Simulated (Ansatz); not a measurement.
## Sensitivity of the gradients in NaCl to the input

Cell: a Materials Project structure (computed, not necessarily an observed phase).

Space group P-62m (No. 189); a = 6.7996, c = 7.0948 Å, γ = 120.00°.

```
site  Wyckoff  site symmetry       x       y       z
 Na1       3g            m2m  0.0000  0.6692  0.5000
 Na4       3f            m2m  0.0000  0.3366  0.0000
 Cl7       4h            3..  0.6667  0.3333  0.2504
Cl11       2e            3.m  0.0000  0.0000  0.7509
```

One atom of each set is listed.

Reference run. The numbers come from a DFT calculation in Ansatz (PBE, plane waves and PAW, scalar-relativistic, 420 eV cutoff, Γ-centred 5×5×4 k-points, Fermi–Dirac smearing 0.02 eV).

Problem. The input is changed as follows: `accuracy`: not typed → low; `scf.occupations.width`: 0.02 → not typed; `scf.occupations.method`: fermi_dirac → tetrahedron_uncorrected. What happens to V_zz (10²¹ V/m²) and η?

Solution. 

```json
{"site": "Na1", "V_zz reference": "-0.37", "η reference": "0.15", "V_zz changed": "-0.37", "η changed": "0.15"}
{"site": "Na4", "V_zz reference": "-0.37", "η reference": "0.19", "V_zz changed": "-0.37", "η changed": "0.19"}
{"site": "Cl7", "V_zz reference": "-0.20", "η reference": "0.00", "V_zz changed": "-0.20", "η changed": "0.00"}
{"site": "Cl11", "V_zz reference": "-0.22", "η reference": "0.00", "V_zz changed": "-0.22", "η changed": "0.00"}
```

All printed values agree. The gap of 4.4 eV is far wider than the smearing, so the levels stay full or empty whatever the smearing's form; with a small gap this would fail. SCF iterations: 6 and 6. New warnings: band table not solved further. In the changed run the accuracy preset is low, yet the gradients stay close to the reference.
